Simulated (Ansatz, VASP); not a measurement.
One calculation of SnTe3, two programs

File INCAR:

```
SYSTEM = SnTe3
PREC = Accurate
ENCUT = 520
EDIFF = 1E-6
ISMEAR = 0
SIGMA = 0.1
LREAL = .False.
LASPH = .True.
NELM = 100
ALGO = Normal
ISIF = 2
LWAVE = .False.
LCHARG = .True.
GGA = PE
LELF = .True.
LVHAR = .True.
NBANDS = 24
```

Contents of KPOINTS:

```
regular mesh
0
Gamma
  4 4 4
  0 0 0
```

File POSCAR:

```
SnTe3
1.0
    4.8479198589      0.0000000000      0.0000000000
    0.0000000000      4.8479198589      0.0000000000
    0.0000000000      0.0000000000      4.8479198589
Sn Te
1 3
Direct
    0.0000000000      0.0000000000      0.0000000000
    0.0000000000      0.5000000000      0.5000000000
    0.5000000000      0.0000000000      0.5000000000
    0.5000000000      0.5000000000      0.0000000000
```

Input for Ansatz:

```yaml
crystal:
  lattice:
    - [4.8479198589, 0.0, 0.0]
    - [0.0, 4.8479198589, 0.0]
    - [0.0, 0.0, 4.8479198589]
  atoms:
    - { symbol: Sn, position: [0.0, 0.0, 0.0] }
    - { symbol: Te, position: [0.0, 0.5, 0.5] }
    - { symbol: Te, position: [0.5, 0.0, 0.5] }
    - { symbol: Te, position: [0.5, 0.5, 0.0] }
basis:
  ecutwfc: 420
kpoints:
  mp_grid: { grid: [4, 4, 4] }
hamiltonian:
  xc: pbe
scf:
  occupations: { method: gaussian, width: 0.1 }
  lower_state_search: "off"
output:
  forces: true
  stress: true
  eigenvalues: true
```

Alike in both runs: task single point; functional PBE; k mesh 4 × 4 × 4; occupations gaussian, width 0.1 eV; no spin polarisation.

|  | VASP | Ansatz |
| --- | --- | --- |
| version | VASP 6.6.1 | Ansatz 0.2.0 |
| potentials or method | VASP PAW PBE potentials, release 64 (Sn_d, Te) | scalar-relativistic, plane waves, PAW |
| plane-wave cutoff (eV) | 520 | 420 |
| valence electrons in the cell | 32 | 62 |

```csv
,VASP,Ansatz,Ansatz less VASP
gap on the k mesh at the Fermi level (eV),none,none,-
pressure (GPa),1.5,1.6,+0.07
```

A gap of «none» marks a metal or a gap that the smearing closes. The two sets of potentials don't hold the same shells in valence.

The runs have no spin-orbit coupling, so splittings on Te are missing.
